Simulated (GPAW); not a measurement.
Runs of GPAW 26.7.0 on SrO. Symmetry: Fm-3m, No. 225, cubic system. The conventional cell has a = 5.133 Å, b = 5.133 Å, c = 5.133 Å, α = 90.00°, β = 90.00°, γ = 90.00°. Around Sr (site symmetry m-3m) lie 6 O at 2.57 Å. Around O (site symmetry m-3m) lie 6 Sr at 2.57 Å. 

```csv
task,level,potentials or basis,spin,cell,k mesh,optimizer,fmax,max steps,convergence,band path,gap on the mesh (eV),pressure (GPa),relaxed volume (Å³/atom)
relaxation of cell and atoms,PBEsol+D3(BJ)+ATM,"PAW data sets generated in the run's folder for this functional, pw",off,relaxed,9 × 9 × 9,BFGS,0.02 eV/Å,60,density=1e-05 forces=0.0001,-,3.29,0.1,(b)
band structure,LDA,"the program's PAW data sets (release 1.2.1) made for this functional, pw","SOC, no magnetisation",as given,7 × 7 × 7,-,-,-,-,"GXWKGLUWLK,UX",(a),-3.2,-
relaxation of cell and atoms,PBEsol+D4,"PAW data sets generated in the run's folder for this functional, pw",off,relaxed,9 × 9 × 9,BFGS,0.02 eV/Å,60,density=1e-05 forces=0.0001,-,3.30,0.0,16.72
relaxation of cell and atoms,PBEsol,"PAW data sets generated in the run's folder for this functional, pw",off,relaxed,9 × 9 × 9,BFGS,0.02 eV/Å,60,density=1e-05 forces=0.0001,-,3.31,0.0,-
```

Alike in all rows: cutoff (eV) 800; smearing fermi-dirac 0.05 eV.

Question: Fill in the values left out.

Answer: (a) 3.27; (b) 16.49.

Caveats: later steps reuse the first step's grids (some runs); an odd mesh through Γ misses points on the zone boundary, where band edges often lie (some runs); spin-orbit coupling was added after a scalar SCF, so levels and gaps hold it while energy, forces, pressure and moments don't (some runs); this program's spin-orbit splittings come out too wide for heavy elements (some runs); the mesh misses the band edges, which the band path finds closer together (some runs); the relaxation stopped at its first step, so nothing moved (some runs).

A k mesh can miss the band edges, and rows without SOC leave out spin-orbit coupling on Sr.

Runs at the PBE level aren't shown here.
